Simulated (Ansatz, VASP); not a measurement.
# GaN in two plane-wave programs, part 2 of 2

Aim: how closely do two programs agree when they are given the same cell, functional and k mesh? The cell is taken from a series of runs on this material, whose earlier steps may have relaxed, scaled, displaced or heated it; both programs get it as it stands.

VASP 6.6.1 and Ansatz 0.2.0.

So far: The structure; Ansatz: zone-centre phonons, LDA.

### Step 3. VASP: zone-centre phonons, LDA

Level of this step: LDA; plane waves and PAW (N, Ga_d) (VASP).

The same cell, functional (in two slightly different forms) and mesh now go to VASP, with its own data sets.

Lines of VASP's logs that name or quote its potential files are left out, and so is its time.

Contents of INCAR:

```
SYSTEM = GaN
PREC = Accurate
ENCUT = 600
EDIFF = 1E-08
NELM = 120
ISMEAR = 0
SIGMA = 0.01
LREAL = .FALSE.
ALGO = Normal
GGA = CA
NBANDS = 15
LORBIT = 11
LWAVE = .FALSE.
LCHARG = .FALSE.
ISIF = 2
IBRION = 8
LEPSILON = .TRUE.
LASPH = .TRUE.
GGA_COMPAT = .FALSE.
EFERMI = MIDGAP
KPAR = 2
```

Contents of POSCAR:

```
GaN
1.0
    0.0000000000      2.1830504608      2.2752571105
    2.1830504608      0.0000000000      2.2752571105
    2.1830504608      2.1830504608      0.0000000000
N Ga
1 1
Direct
    0.2500000000      0.2500000000      0.2500000000
    0.0000000000      0.0000000000      0.0000000000
```

Contents of KPOINTS:

```
Automatic mesh
0
Gamma
12 12 12
0 0 0
```

Potentials, in the order of the species: N and Ga_d (LDA family, release 64).

On the command line:

```bash
$ mpirun -np 2 vasp_std
```

Numbers of over 12 decimals in the logs are rounded to 6 here.

What it wrote:

```text
[banner, memory and clock lines left out]
running    2 mpi-ranks, on    1 nodes
 distrk:  each k-point on    1 cores,    2 groups
 distr:  one band on    1 cores,    1 groups

 POSCAR found type information on POSCAR N Ga
 POSCAR found :  2 types and       2 ions
 LDA part: xc-table for (Slater(with rela. corr.)+CA(PZ))
 , standard interpolation
 POSCAR, INCAR and KPOINTS ok, starting setup
 FFT: planning ... GRIDC
 FFT: planning ... GRID_SOFT
 FFT: planning ... GRID
 WAVECAR not read
 entering main loop
       N       E                     dE             d eps       ncg     rms          rms(c)
DAV:   1     0.894125591044E+02    0.89413E+02   -0.10140E+04  5425   0.235E+03
DAV:   2    -0.967825057693E+01   -0.99091E+02   -0.92274E+02  5633   0.367E+02
DAV:   3    -0.159709584717E+02   -0.62927E+01   -0.62639E+01  5506   0.772E+01
DAV:   4    -0.160430747407E+02   -0.72116E-01   -0.72104E-01  6134   0.878E+00
DAV:   5    -0.160439994698E+02   -0.92473E-03   -0.92472E-03  5768   0.937E-01    0.769E+00
DAV:   6    -0.139797531163E+02    0.20642E+01   -0.52058E+00  7313   0.449E+01    0.265E+00
DAV:   7    -0.139534727041E+02    0.26280E-01   -0.27625E-01  5633   0.638E+00    0.169E+00
DAV:   8    -0.139283675773E+02    0.25105E-01   -0.66763E-02  5905   0.305E+00    0.672E-01
DAV:   9    -0.139251763718E+02    0.31912E-02   -0.13043E-02  6750   0.263E+00    0.184E-01
DAV:  10    -0.139251837035E+02   -0.73318E-05   -0.16221E-03  6133   0.605E-01    0.638E-02
DAV:  11    -0.139251311833E+02    0.52520E-04   -0.19035E-04  7383   0.250E-01    0.616E-03
DAV:  12    -0.139251329420E+02   -0.17587E-05   -0.15611E-05  5604   0.467E-02    0.349E-03
DAV:  13    -0.139251329456E+02   -0.35511E-08   -0.47426E-07  7412   0.138E-02    0.501E-04
DAV:  14    -0.139251329457E+02   -0.71850E-10   -0.22841E-08  5493   0.147E-03
   1 F= -.13925133E+02 E0= -.13925133E+02  d E =0.000000E+00
 Linear response reoptimize wavefunctions to high precision
DAV:   1    -0.139251329456E+02    0.91859E-10   -0.29785E-09  5024   0.588E-04
DAV:   2    -0.139251329456E+02   -0.40018E-10   -0.32867E-10  3096   0.162E-04
 Linear response G [H, r] |phi>, progress :
  Direction:   1
       N       E                     dE             d eps       ncg     rms
 LRF_COMMUTATOR internal error: the vector H(1)-e(1) S(1) |phi(0)> is not orthog
 onal to |phi(0)> (1.015263462507132E-004,-6.550315845288424E-015)
 LRF_COMMUTATOR internal error: the vector H(1)-e(1) S(1) |phi(0)> is not orthog
 onal to |phi(0)> (1.067584820833665E-004,4.846817391879199E-015)
 LRF_COMMUTATOR internal error: the vector H(1)-e(1) S(1) |phi(0)> is not orthog
 onal to |phi(0)> (1.031162096716276E-004,-2.708944180085382E-014)
 LRF_COMMUTATOR internal error: the vector H(1)-e(1) S(1) |phi(0)> is not orthog
 onal to |phi(0)> (1.015461417454419E-004,3.015122873595288E-014)
 LRF_COMMUTATOR internal error: the vector H(1)-e(1) S(1) |phi(0)> is not orthog
 onal to |phi(0)> (-1.045412131230883E-004,-7.605027718682322E-015)
 LRF_COMMUTATOR internal error: the vector H(1)-e(1) S(1) |phi(0)> is not orthog
 onal to |phi(0)> (1.145885473965436E-004,2.339795024397517E-014)
 LRF_COMMUTATOR internal error: the vector H(1)-e(1) S(1) |phi(0)> is not orthog
 onal to |phi(0)> (1.220753833991103E-004,-2.081668171172169E-015)
 LRF_COMMUTATOR internal error: the vector H(1)-e(1) S(1) |phi(0)> is not orthog
 onal to |phi(0)> (-1.066040794364120E-004,-3.247402347028583E-015)
 LRF_COMMUTATOR internal error: the vector H(1)-e(1) S(1) |phi(0)> is not orthog
 onal to |phi(0)> (1.209154146180058E-004,1.156019724390944E-014)
 LRF_COMMUTATOR internal error: the vector H(1)-e(1) S(1) |phi(0)> is not orthog
 onal to |phi(0)> (1.207710939135076E-004,-2.622901895676932E-015)
 LRF_COMMUTATOR internal error: the vector H(1)-e(1) S(1) |phi(0)> is not orthog
 onal to |phi(0)> (-1.005800254372802E-004,-1.582067810090848E-015)
 LRF_COMMUTATOR internal error: the vector H(1)-e(1) S(1) |phi(0)> is not orthog
 onal to |phi(0)> (1.464894848078498E-004,1.949829186997931E-015)
 LRF_COMMUTATOR internal error: the vector H(1)-e(1) S(1) |phi(0)> is not orthog
 onal to |phi(0)> (-1.102356911069219E-004,-1.179611963664229E-015)
 LRF_COMMUTATOR internal error: the vector H(1)-e(1) S(1) |phi(0)> is not orthog
 onal to |phi(0)> (1.325678287176987E-004,-3.188421748845371E-015)
 LRF_COMMUTATOR internal error: the vector H(1)-e(1) S(1) |phi(0)> is not orthog
 onal to |phi(0)> (-1.064716094206081E-004,-2.386979502944087E-015)
 LRF_COMMUTATOR internal error: the vector H(1)-e(1) S(1) |phi(0)> is not orthog
 onal to |phi(0)> (1.012495440276089E-004,-7.216449660063518E-016)
 LRF_COMMUTATOR internal error: the vector H(1)-e(1) S(1) |phi(0)> is not orthog
 onal to |phi(0)> (-1.029651136983580E-004,-9.083012120214562E-015)
 LRF_COMMUTATOR internal error: the vector H(1)-e(1) S(1) |phi(0)> is not orthog
 onal to |phi(0)> (1.089980700578483E-004,3.341077414731330E-015)
 LRF_COMMUTATOR internal error: the vector H(1)-e(1) S(1) |phi(0)> is not orthog
[...]
dielectric tensor                  component  3 :     1.599    -1.009     5.909
 Linear response to external field, progress :
  Direction:   1
       N       E                     dE             d eps       ncg     rms          rms(c)
RMM:   1    -0.455200382271E-01   -0.45520E-01    0.17035E+00 15458   0.753E+00
[...]
RMM:   4    -0.295101502865E+00   -0.76062E-02   -0.43670E-03 17091   0.576E-01    0.337E-02
RMM:   5    -0.295209429440E+00   -0.10793E-03   -0.32103E-04 17637   0.140E-01    0.302E-02
RMM:   6    -0.295157313705E+00    0.52116E-04   -0.39044E-05 17282   0.444E-02    0.166E-02
RMM:   7    -0.295455951543E+00   -0.29864E-03   -0.69829E-06 16785   0.202E-02    0.264E-03
RMM:   8    -0.295460018783E+00   -0.40672E-05   -0.76427E-07 17748   0.648E-03    0.418E-04
RMM:   9    -0.295461567508E+00   -0.15487E-05   -0.26988E-08 17523   0.156E-03    0.129E-04
RMM:  10    -0.295460148338E+00    0.14192E-05   -0.79042E-09 17658   0.384E-04    0.240E-05
RMM:  11    -0.295459515722E+00    0.63262E-06   -0.22178E-09 11783   0.105E-04    0.181E-05
RMM:  12    -0.295459724743E+00   -0.20902E-06   -0.21641E-10  6064   0.549E-05    0.286E-06
 change of polarisation eV/A/(eV/A) component  3 :     0.159     0.021     0.562
 dielectric tensor                  component  3 :     1.324     0.179     5.686
 Linear response DOF=           4
 Linear response progress:
  Degree of freedom:   1/  4
       N       E                     dE             d eps       ncg     rms          rms(c)
RMM:   1    -0.236712785001E+00   -0.23671E+00    0.89808E-02 33848   0.408E+00
RMM:   2    -0.227707956474E+00    0.90048E-02   -0.90451E-03 24656   0.106E+00    0.146E-01
RMM:   3    -0.228782577448E+00   -0.10746E-02   -0.15634E-03 27390   0.341E-01    0.716E-02
RMM:   4    -0.230027303082E+00   -0.12447E-02   -0.35997E-04 27241   0.134E-01    0.181E-02
RMM:   5    -0.230124498628E+00   -0.97196E-04   -0.12604E-05 28063   0.315E-02    0.285E-03
RMM:   6    -0.230067733478E+00    0.56765E-04   -0.88800E-07 27374   0.812E-03    0.118E-03
RMM:   7    -0.230060099276E+00    0.76342E-05   -0.45358E-08 28878   0.204E-03    0.128E-04
RMM:   8    -0.230059341168E+00    0.75811E-06   -0.13642E-08 28328   0.505E-04    0.228E-05
RMM:   9    -0.230058977671E+00    0.36350E-06   -0.89604E-09 28791   0.162E-04    0.989E-06
RMM:  10    -0.230059143805E+00   -0.16613E-06   -0.11380E-08 28306   0.727E-05    0.107E-06
RMM:  11    -0.230059144360E+00   -0.55449E-09   -0.11001E-08 28639   0.402E-05    0.597E-07
 first order change of Fermi-energy   0.85032E-04
 force on displaced ion       1 direction 1 : -13.788  -0.000   0.000
 Born effective charge ion    1 direction 1 :  -2.595   0.000   0.000
 Linear response progress:
  Degree of freedom:   2/  4
       N       E                     dE             d eps       ncg     rms          rms(c)
RMM:   1    -0.236007508458E+00   -0.23601E+00    0.10268E-01 19383   0.417E+00
RMM:   2    -0.227445628506E+00    0.85619E-02   -0.91004E-03 14508   0.104E+00    0.147E-01
RMM:   3    -0.228496424691E+00   -0.10508E-02   -0.15444E-03 16044   0.337E-01    0.721E-02
RMM:   4    -0.229748518931E+00   -0.12521E-02   -0.39171E-04 15955   0.138E-01    0.177E-02
RMM:   5    -0.229811362971E+00   -0.62844E-04   -0.12557E-05 16450   0.317E-02    0.232E-03
RMM:   6    -0.229768601766E+00    0.42761E-04   -0.79370E-07 16248   0.790E-03    0.119E-03
RMM:   7    -0.229761993714E+00    0.66081E-05   -0.43615E-08 16819   0.195E-03    0.146E-04
RMM:   8    -0.229761299244E+00    0.69447E-06   -0.40816E-09 16695   0.493E-04    0.280E-05
RMM:   9    -0.229760993524E+00    0.30572E-06   -0.11503E-09 16942   0.157E-04    0.957E-06
RMM:  10    -0.229761116001E+00   -0.12248E-06   -0.10817E-09 16615   0.693E-05    0.185E-06
RMM:  11    -0.229761129236E+00   -0.13235E-07   -0.10630E-09 16706   0.375E-05    0.485E-07
RMM:  12    -0.229761124078E+00    0.51575E-08   -0.10608E-09 15329   0.279E-05    0.141E-07
 first order change of Fermi-energy  -0.91646E+00
 force on displaced ion       1 direction 3 :  -0.000  -0.000 -14.564
 Born effective charge ion    1 direction 3 :   0.000   0.000  -2.667
 Linear response progress:
  Degree of freedom:   3/  4
       N       E                     dE             d eps       ncg     rms          rms(c)
RMM:   1    -0.162929101971E+00   -0.16293E+00    0.30314E-01 18199   0.940E+00
RMM:   2    -0.160888569381E+00    0.20405E-02   -0.35886E-02 27875   0.172E+00    0.564E-02
RMM:   3    -0.161107707859E+00   -0.21914E-03   -0.24491E-03 28192   0.402E-01    0.340E-02
RMM:   4    -0.160747524623E+00    0.36018E-03   -0.15422E-04 29739   0.111E-01    0.356E-03
RMM:   5    -0.160757222353E+00   -0.96977E-05   -0.12095E-05 30427   0.319E-02    0.213E-03
RMM:   6    -0.160751960853E+00    0.52615E-05   -0.15088E-06 30444   0.101E-02    0.320E-04
RMM:   7    -0.160751993794E+00   -0.32941E-07   -0.17381E-07 30918   0.353E-03    0.166E-04
RMM:   8    -0.160752142027E+00   -0.14823E-06   -0.59972E-08 30693   0.121E-03    0.384E-05
RMM:   9    -0.160751970742E+00    0.17128E-06   -0.15924E-08 30759   0.458E-04    0.865E-06
RMM:  10    -0.160751902852E+00    0.67890E-07    0.72511E-09 30864   0.191E-04    0.203E-06
RMM:  11    -0.160751897021E+00    0.58313E-08    0.45266E-09 30882   0.883E-05    0.601E-07
 first order change of Fermi-energy  -0.24247E-04
 force on displaced ion       2 direction 1 : -13.779   0.000  -0.000
 Born effective charge ion    2 direction 1 :   2.594   0.000   0.000
 Linear response progress:
  Degree of freedom:   4/  4
       N       E                     dE             d eps       ncg     rms          rms(c)
RMM:   1    -0.163919636808E+00   -0.16392E+00    0.25982E-01 10702   0.921E+00
RMM:   2    -0.161323015098E+00    0.25966E-02   -0.34663E-02 16186   0.168E+00    0.579E-02
RMM:   3    -0.161548446654E+00   -0.22543E-03   -0.27050E-03 16537   0.409E-01    0.351E-02
RMM:   4    -0.161181702187E+00    0.36674E-03   -0.18749E-04 17266   0.112E-01    0.385E-03
RMM:   5    -0.161192919056E+00   -0.11217E-04   -0.12907E-05 17720   0.314E-02    0.229E-03
RMM:   6    -0.161186804441E+00    0.61146E-05   -0.16441E-06 17741   0.995E-03    0.324E-04
RMM:   7    -0.161186759583E+00    0.44858E-07   -0.43080E-07 17968   0.333E-03    0.206E-04
RMM:   8    -0.161186924852E+00   -0.16527E-06   -0.90418E-08 17889   0.113E-03    0.307E-05
RMM:   9    -0.161186869444E+00    0.55408E-07   -0.17769E-09 18083   0.413E-04    0.112E-05
RMM:  10    -0.161186770575E+00    0.98870E-07    0.47350E-08 17761   0.166E-04    0.214E-06
RMM:  11    -0.161186765329E+00    0.52461E-08    0.26051E-08 18244   0.755E-05    0.834E-07
 first order change of Fermi-energy   0.91764E+00
 force on displaced ion       2 direction 3 :   0.000   0.000 -14.562
 Born effective charge ion    2 direction 3 :   0.000   0.000   2.666
 Born effective charges drift removed
 Linear response finished
```

Parts of OUTCAR (step 3):

```text
ion  position               nearest neighbor table
   1  0.250  0.250  0.250-   2 1.92   2 1.92   2 1.92   2 1.92
   2  0.000  0.000  0.000-   1 1.92   1 1.92   1 1.92   1 1.92

  LATTYP: Found a body centered tetragonal cell.
 ALAT       =     3.0872995690
 C/A-ratio  =     1.4739464439

 Subroutine GETGRP returns: Found  8 space group operations
 (whereof  8 operations were pure point group operations)

The static configuration has the point symmetry D_2d.

 Found    163 irreducible k-points:

   k-points           NKPTS =    163   k-points in BZ     NKDIM =    163   number of bands    NBANDS=     15

   dimension x,y,z NGX =    28 NGY =   28 NGZ =   28
   dimension x,y,z NGXF=    56 NGYF=   56 NGZF=   56

   ENCUT  =  600.0 eV  44.10 Ry    6.64 a.u.   6.30  6.30  6.17*2*pi/ulx,y,z

   NELECT =      18.0000    total number of electrons

 k-points in reciprocal lattice and weights: Automatic mesh
   0.00000000  0.00000000  0.00000000       0.001
   0.08333333  0.00000000  0.00000000       0.005
   0.16666667  0.00000000  0.00000000       0.005
   0.25000000  0.00000000  0.00000000       0.005
   0.33333333  0.00000000  0.00000000       0.005
   0.41666667 -0.00000000  0.00000000       0.005
   0.50000000  0.00000000  0.00000000       0.002
   0.08333333  0.08333333  0.00000000       0.001
   0.16666667  0.08333333  0.00000000       0.005
[...]
-0.33333333  0.16666667  0.50000000       0.002
  -0.25000000  0.25000000  0.50000000       0.001

 average (electrostatic) potential at core
       1 -61.4239       2 -64.1511

  Total        0.9422203      0.9422203      0.1573559      0.0000000      0.0000000      0.0000000
  in kB       69.6105452     69.6105452     11.6253395      0.0000000      0.0000000      0.0000000
  external PRESSURE =      50.2821433 kB  Pullay stress =       0.0000000 kB

  energy-cutoff  :      600.00
  volume of cell :       21.69
      direct lattice vectors                 reciprocal lattice vectors
     0.000000000  2.183050461  2.275257111    -0.229037308  0.229037308  0.219755384
     2.183050461  0.000000000  2.275257111     0.229037308 -0.229037308  0.219755384
     2.183050461  2.183050461  0.000000000     0.229037308  0.229037308 -0.219755384

 POSITION                                       TOTAL-FORCE (eV/Angst)
 -----------------------------------------------------------------------------------
      1.09153      1.09153      1.13763        -0.000000     -0.000000     -0.000000
      0.00000      0.00000      0.00000         0.000000      0.000000      0.000000
 -----------------------------------------------------------------------------------
    total drift:                                0.000000      0.000000     -0.000001

 MACROSCOPIC STATIC DIELECTRIC TENSOR (including local field effects in DFT)
 ------------------------------------------------------
           5.607681     0.000000     0.000000
          -0.000000     5.607681     0.000000
           0.000000     0.000000     5.686254
 ------------------------------------------------------

 PIEZOELECTRIC TENSOR (including local field effects)  for field in x, y, z        (C/m^2)
          XX          YY          ZZ          XY          YZ          ZX
  --------------------------------------------------------------------------------
  x     0.00000     0.00000     0.00000     0.00000    -1.02506     0.00000
  y     0.00000     0.00000     0.00000     0.00000     0.00000    -1.02506
  z     0.00000     0.00000     0.00000    -0.97755     0.00000     0.00000

 BORN EFFECTIVE CHARGES (including local field effects) (in |e|, cummulative output)
 ---------------------------------------------------------------------------------
 ion    1
    1    -2.59482     0.00000     0.00000
    2     0.00000    -2.59482    -0.00000
    3     0.00000     0.00000    -2.66650
 ion    2
    1     2.59482     0.00000     0.00000
    2     0.00000     2.59482     0.00000
    3     0.00000     0.00000     2.66650

 Eigenvectors and eigenvalues of the dynamical matrix
 ----------------------------------------------------

   1 f  =   17.471778 THz   109.778418 2PiTHz  582.795779 cm-1    72.257435 meV
             X         Y         Z           dx          dy          dz
      1.091525  1.091525  1.137629     0.000000    0.000000    0.912572
      0.000000  0.000000  0.000000     0.000000    0.000000   -0.408916

   2 f  =   16.999204 THz   106.809150 2PiTHz  567.032419 cm-1    70.303028 meV
             X         Y         Z           dx          dy          dz
      1.091525  1.091525  1.137629    -0.912613   -0.000000    0.000000
      0.000000  0.000000  0.000000     0.408824   -0.000000    0.000000

   3 f  =   16.999204 THz   106.809150 2PiTHz  567.032419 cm-1    70.303028 meV
             X         Y         Z           dx          dy          dz
      1.091525  1.091525  1.137629     0.000000   -0.912613    0.000000
      0.000000  0.000000  0.000000     0.000000    0.408824    0.000000

   4 f/i=    0.000362 THz     0.002277 2PiTHz    0.012091 cm-1     0.001499 meV
             X         Y         Z           dx          dy          dz
      1.091525  1.091525  1.137629     0.000000    0.000000   -0.408916
      0.000000  0.000000  0.000000     0.000000    0.000000   -0.912572

   5 f/i=    0.002068 THz     0.012996 2PiTHz    0.068993 cm-1     0.008554 meV
             X         Y         Z           dx          dy          dz
      1.091525  1.091525  1.137629     0.286751    0.291395    0.000000
      0.000000  0.000000  0.000000     0.640110    0.650478    0.000000

   6 f/i=    0.002068 THz     0.012996 2PiTHz    0.068993 cm-1     0.008554 meV
             X         Y         Z           dx          dy          dz
      1.091525  1.091525  1.137629    -0.291395    0.286751    0.000000
      0.000000  0.000000  0.000000    -0.650478    0.640110    0.000000

 MACROSCOPIC STATIC DIELECTRIC TENSOR IONIC CONTRIBUTION
 ------------------------------------------------------
           4.076112    -0.000000     0.000000
          -0.000000     4.076112     0.000000
           0.000000     0.000000     4.073989
 ------------------------------------------------------

 ELASTIC MODULI CONTR FROM IONIC RELAXATION (kBar)
 Direction    XX          YY          ZZ          XY          YZ          ZX
 --------------------------------------------------------------------------------
 XX           0.0000      0.0000      0.0000      0.0000      0.0000      0.0000
 YY           0.0000      0.0000      0.0000      0.0000      0.0000      0.0000
 ZZ           0.0000      0.0000      0.0000      0.0000      0.0000      0.0000
 XY           0.0000      0.0000      0.0000   -560.6843      0.0000      0.0000
 YZ           0.0000      0.0000      0.0000      0.0000   -549.4535     -0.0000
 ZX           0.0000      0.0000      0.0000      0.0000     -0.0000   -526.6784
 --------------------------------------------------------------------------------

 PIEZOELECTRIC TENSOR IONIC CONTR  for field in x, y, z        (C/m^2)
          XX          YY          ZZ          XY          YZ          ZX
  --------------------------------------------------------------------------------
  x     0.00000     0.00000     0.00000     0.00000     1.40819     0.00000
  y     0.00000     0.00000     0.00000     0.00000    -0.00000     1.37869
  z     0.00000     0.00000     0.00000     1.42214     0.00000     0.00000
```

### Step 4. Differences

Known differences besides the potentials themselves: the two LDA forms differ slightly; fixed occupations in Ansatz, narrow Gaussian smearing in VASP; VASP's response is taken on the typed mesh, Ansatz refines its own for the field response alone; the cutoff is 420 eV in Ansatz and 600 eV in VASP; VASP's log shows a relativistic correction to its local exchange, Ansatz's none; VASP's log repeats an internal error in its field response. Total energies have different zeros and are not compared.

Compared:

```csv
quantity,Ansatz,VASP,difference
ε∞ xx,5.65,5.61,+0.72 %
ε∞ yy,5.65,5.61,+0.72 %
ε∞ zz,5.74,5.69,+0.92 %
Born charge of N1 (mean of the diagonal) (e),-2.63,-2.62,-0.01
Born charge of Ga2 (mean of the diagonal) (e),2.63,2.62,+0.01
optical mode 1 to 2 (cm⁻¹),562.1,567.0,-0.86 %
optical mode 3 (cm⁻¹),577.3,582.8,-0.94 %
```

Modes are paired by rising frequency, not by their patterns, so a pair may set unlike modes beside each other; they are those without the splitting of longitudinal modes.

### Step 5. What came out

```json
{
 "r.m.s. difference of the optical zone-centre modes, each program's sorted by frequency (zone-centre phonons, LDA)": "5.1 cm⁻¹",
 "difference in optical mode 3 (zone-centre phonons, LDA)": "-0.9 %"
}
```

In words: The r.m.s. difference of the optical zone-centre modes, each program's sorted by frequency is 5.1 cm⁻¹ (zone-centre phonons, LDA). Among the rows given in per cent, the largest difference of the zone-centre phonons, LDA pair is in optical mode 3, -0.9 %. Such differences can come from data sets, numerical settings and the points named under the comparisons, not from the functional's error against experiment.

[Lines on the potential files, build, host, timing and source positions are cut from VASP's logs without a mark.]

[Logs are printed without paths, hosts, clocks, repeated set-up lines and the standing remarks that a program may print on its own settings, such as how far it seeks lower states.]

[Hosts, paths, dates, database ids (printed as entryN), source tags and the programs' standing remarks are cut or masked in the printed files.]
